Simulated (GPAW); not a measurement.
CdS (Greenockite):

```
Cd S
1.0
     4.15000    0.00000    0.00000
    -2.07500    3.59401    0.00000
     0.00000    0.00000    6.73700
Cd S
2 2
Direct
  0.66667 0.33333 0.50000
  0.33333 0.66667 0.00000
  0.66667 0.33333 0.87500
  0.33333 0.66667 0.37500
```

Base run:

* Program: GPAW 26.7.0
* Functional: GLLB-SC
* Potentials or basis: the program's PAW data sets (release 1.2.1) made for this functional
* Cutoff: 600 eV
* Basis: pw
* k mesh: 5 × 5 × 3
* Occupations: fermi-dirac, width 0.05 eV
* Spin: no spin polarisation

Its results: band gap on the k mesh with the derivative discontinuity 2.44 eV.

**Question.** After a change of settings the same cell gave: band gap on the k mesh 1.20 eV, direct. Which change was it?
A. functional from GLLB-SC to LDA; cutoff from 600 eV to 500 eV; k mesh from 5 × 5 × 3 to 6 × 6 × 3
B. functional from GLLB-SC to LDA; potentials or basis from the program's PAW data sets (release 1.2.1) made for this functional to PAW data sets generated in the run's folder for this functional
C. functional from GLLB-SC to PBE; potentials or basis from the program's PAW data sets (release 1.2.1) made for this functional to SG15 ONCV 1.2; cutoff from 600 eV to 1100 eV; valence electrons from 36 to 52
D. functional from GLLB-SC to TB-mBJ; potentials or basis from the program's PAW data sets (release 1.2.1) made for this functional to GPAW PAW data sets for LDA (gpaw-data 1.2.1)

**Answer.** C.

Caveats: the GLLB-SC gap is the Kohn-Sham gap of the path plus the derivative discontinuity (some runs); a model potential gives levels but no total energy (some runs); an odd mesh through Γ misses points on the zone boundary, where band edges often lie (some runs).

Not every run made on this cell is shown here.
